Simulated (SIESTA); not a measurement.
Runs of SIESTA 5.4.2 on TiC. Symmetry: Fm-3m, No. 225, cubic system. Conventional cell: a = 4.331 Å, b = 4.331 Å, c = 4.331 Å, α = 90.00°, β = 90.00°, γ = 90.00°. Ti (site symmetry m-3m) is surrounded by 6 C at 2.17 Å. Around C (site symmetry m-3m) lie 6 Ti at 2.17 Å. The cell is a database's computed one.

```csv
potentials or basis,gap on the mesh (eV),pressure (GPa)
"PseudoDojo 0.4 standard (PBEsol files), SZP (energy shift 0.003 Ry)",none,-4.7
"PseudoDojo 0.4 standard (PBEsol files), DZP (energy shift 0.003 Ry; two zetas on semicore shells)",none,-5.4
"PseudoDojo 0.4 standard (PBEsol files), TZDP (energy shift 0.003 Ry; two zetas on semicore shells)",none,-5.4
"PseudoDojo 0.4 standard (PBEsol files), SZ (energy shift 0.003 Ry)",none,-9.7
"PseudoDojo 0.4 standard (PBEsol files), DZ (energy shift 0.003 Ry; two zetas on semicore shells)",none,-4.6
"PseudoDojo 0.4 standard (PBEsol files), TZP (energy shift 0.003 Ry; two zetas on semicore shells)",none,(a)
```

Alike in all rows: task band structure; level PBEsol; no spin polarisation; cell as given; k mesh 11 × 11 × 11; smearing fermi-dirac 0.05 eV; grid cutoff 800 Ry; energy shift 0.003 Ry.

Q: Estimate the missing entries.

A: (a) -5.9.

Caveats: the basis of atomic orbitals isn't converged, which shifts pressures, moduli and gaps; the basis has no polarisation orbitals (some runs).

A gap of «none» marks a metal or a gap under the smearing width.

Runs at the PBE level aren't shown here.
